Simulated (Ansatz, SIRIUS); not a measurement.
## Equation of state of TaN under PBE

```cif
data_structure
_symmetry_space_group_name_H-M 'P 1'
_symmetry_Int_Tables_number 1
_cell_length_a 2.7323
_cell_length_b 2.7323
_cell_length_c 2.7323
_cell_angle_alpha 90.000
_cell_angle_beta 90.000
_cell_angle_gamma 90.000
_cell_volume 20.40
loop_
_atom_site_label
_atom_site_type_symbol
_atom_site_fract_x
_atom_site_fract_y
_atom_site_fract_z
_atom_site_occupancy
Ta1 Ta 0.00000 0.00000 0.00000 1
N1 N 0.50000 0.50000 0.50000 1
```

The cell comes from a database or a generator and needn't be the stable form of this composition.

The cell was scaled at fixed shape and fractions and run with Ansatz, Ansatz PAW (earlier soft set), cutoff 420 eV; PBE, k mesh 10 × 10 × 10 on the cell of 2 atoms, fermi-dirac occupations of 0.05 eV, no spin polarisation, no spin-orbit coupling. Energies are those that the program minimises, any entropy of the smearing included. For a metal such a mesh isn't converged to the digits shown.

| V (Å³/atom) | energy over the lowest row (meV/atom) |
| --- | --- |
| 9.5871 | 69.16 |
| 9.7911 | 36.82 |
| 9.9950 | ? |
| 10.1990 | 3.27 |
| 10.4030 | 0.00 |
| 10.6070 | 4.52 |
| 10.8110 | 16.07 |

Problem. Fit the third-order Birch-Murnaghan form, give V0, B0 and B′, and predict the energy left open.

Solution. With y = (V0/V)^(2/3), E = E0 + (9 V0 B0/16) [(y - 1)³ B′ + (y - 1)² (6 - 4y)]. Least squares through the rows shown give V0 = 10.3832 Å³/atom, E0 = -0.04 meV, B0 = 314.9 GPa (1 eV/Å³ = 160.218 GPa) and B′ = 4.39, with a largest miss of 0.02 meV. At V = 9.9950 the form with these constants gives 15.23 meV; the run gave 15.23 meV an atom. Other set-ups at this level, from all their volumes (Å³/atom, GPa): SIRIUS, all-electron FP-LAPW, apw+lo standard: V0 10.397, B0 312.

The fitted minimum lies at a slightly larger volume than the supplied cell, and the bulk modulus of 314.9 GPa marks this caesium chloride-type TaN as very resistant to uniform compression. The likely reason is the one familiar from refractory transition-metal nitrides: Ta 5d and N 2p states form strong, partly covalent bonds, while a high density of valence electrons adds to the resistance. The energy climbs faster on compression than on expansion, as expected when short-range repulsion grows and bonding weakens with distance.

Both ions sit on sites fixed by symmetry, so uniform scaling leaves no internal relaxation out of the curve. The recovered energy at the omitted volume shows that the curve is smooth, but as an interpolation it says little about behaviour at stronger compression. The close all-electron values suggest that the PAW description of Ta and N adds little error here, though they don't test the functional itself. A large bulk modulus alone doesn't establish hardness, which also depends on the resistance to shear.
